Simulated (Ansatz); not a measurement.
# CaO: changing the dispersion correction

The cell as given:

```yaml
crystal:
  lattice:
    - [0.00000, 2.40356, 2.40356]
    - [2.40356, 0.00000, 2.40356]
    - [2.40356, 2.40356, 0.00000]
  atoms:
    - { symbol: Ca, position: [0.00000, 0.00000, 0.00000] }
    - { symbol: O, position: [0.50000, 0.50000, 0.50000] }
```

Kept alike: task relaxation of cell and atoms; functional PBEsol; k mesh 10 × 10 × 10; occupations fermi-dirac, width 0.05 eV; no spin polarisation. Program: Ansatz, Ansatz PAW, cutoff 420 eV. The mesh is that of the run's cell of 2 atoms. No spin-orbit coupling.

| dispersion correction | band gap (eV) | volume (Å³/atom) |
| --- | --- | --- |
| D3(BJ) | 3.528 | 13.162 |
| D3(BJ)-ATM | 3.530 | 13.213 |
| D4 | 3.538 | 13.396 |
| none | 3.544 | 13.542 |

Gaps hold for each row's own relaxed cell. The relaxations keep at least the cell's symmetry (Fm-3m). Relaxations stop with a little pressure left, so the last digits of a volume or edge aren't settled. Ansatz's relaxations hold a Pulay term in the stress (up to 0.5 GPa here). A gap read on the mesh alone can miss an edge between its points. All rows use potentials made for PBE.

Q: What does the dispersion correction change here?

A: The band gap runs from 3.528 (D3(BJ)) to 3.544 eV (none). The volume runs from 13.162 (D3(BJ)) to 13.542 Å³/atom (none). Against no correction: D3(BJ) -2.8 %; D3(BJ)-ATM -2.4 %; D4 -1.1 %. Dispersion terms mostly attract and so lower the volume; the schemes' coefficients and damping set how far. Measured: 13.91 Å³/atom (a printed reference work); nearest none, 0.37 Å³/atom off. The runs are for a static lattice.
